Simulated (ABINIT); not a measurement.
Set up this calculation in ABINIT 10.8.3 (patched build), as the native input.

- Task: relaxation of cell and atoms
- Functional: LDA
- Potentials or basis: JTH PAW LDA v2.0
- Cutoff: 408 eV
- k mesh: 10 × 10 × 3
- Occupations: fermi-dirac, width 0.05 eV
- Spin: no spin polarisation
- Cell freedom (optcell): 2
- Cutoff smearing ecutsm (Ha): 0.5
- Optimiser (ionmov): 2
- Force stop (Ha/bohr): 0.0002
- Fine-grid cutoff: 816.342 eV

Crystal: Ti3Al.

```
Ti Al
1.0
     2.92754    0.00000    0.00000
    -1.46377    2.53533    0.00000
     0.00000    0.00000    9.22636
Ti Al
3 1
Direct
  0.33333 0.66667 0.24941
  0.33333 0.66667 0.75059
  0.66667 0.33333 0.00000
  0.66667 0.33333 0.50000
```

The cell comes from a database or a generator and needn't be the stable form of this composition.

One way to write it, as run:

run.abi

```
# Pseudopotentials
pp_dirpath "./"
pseudos "Ti.LDA_PW-JTH.xml, Al.LDA_PW-JTH.xml"

# Structure
acell 3*1.0
rprim
     5.5322530196     0.0000000000     0.0000000000
    -2.7661265097     4.7910716551     0.0000000000
     0.0000000000     0.0000000000    17.4352973067
ntypat 2
znucl 22 13
natom 4
typat 1 1 1 2
xred
     0.3333333333     0.6666666667     0.2494060000
     0.3333333333     0.6666666667     0.7505940000
     0.6666666667     0.3333333333     0.0000000000
     0.6666666667     0.3333333333     0.5000000000
chkprim 0
chksymtnons 0
tolsym 1.0e-6

# Plane-wave basis
ecut 15.0
pawecutdg 30.0

# k points
kptopt 1
ngkpt 10 10 3
nshiftk 1
shiftk 0.0 0.0 0.0

# Exchange and correlation
ixc 7

# Bands and occupations
nband 24
occopt 3
tsmear 0.05 eV

# SCF cycle
nstep 100
tolvrs 1.0e-9

# Output
iomode 3
prtwf 0
prtden 0
prteig 0
prtebands 0
enunit 2

# Relaxation
ionmov 2
ntime 60
tolmxf 0.0002
optcell 2
dilatmx 1.08
ecutsm 0.5
```

Potentials or basis: JTH PAW LDA v2.0.

The run is started by

```bash
$ abinit run.abi > log 2>&1
```

Results of the run:

```
Relaxed volume                                        : 16.08 Å³/atom
Relaxed cell                                          : a = 2.863 Å, b = 2.863 Å, c = 9.067 Å, α = 90.00°, β = 90.00°, γ = 120.00°
Space group after relaxing (to 0.05 Å)                : P-6m2 (No. 187)
Energy gained by relaxing                             : 23.4 meV/atom
Ionic steps                                           : 8
Pressure after relaxing                               : 0.0 GPa
Largest force after relaxing                          : 0.009 eV/Å
Band gap on the k mesh                                : none (metal or under the smearing width)
Valence electrons inside the program's atomic spheres : Ti 10.24, 10.27; Al 0.80
```

Run time: 6.4 min on 1 thread of Arm Neoverse V1 (shared host), peak memory 0.12 GiB.
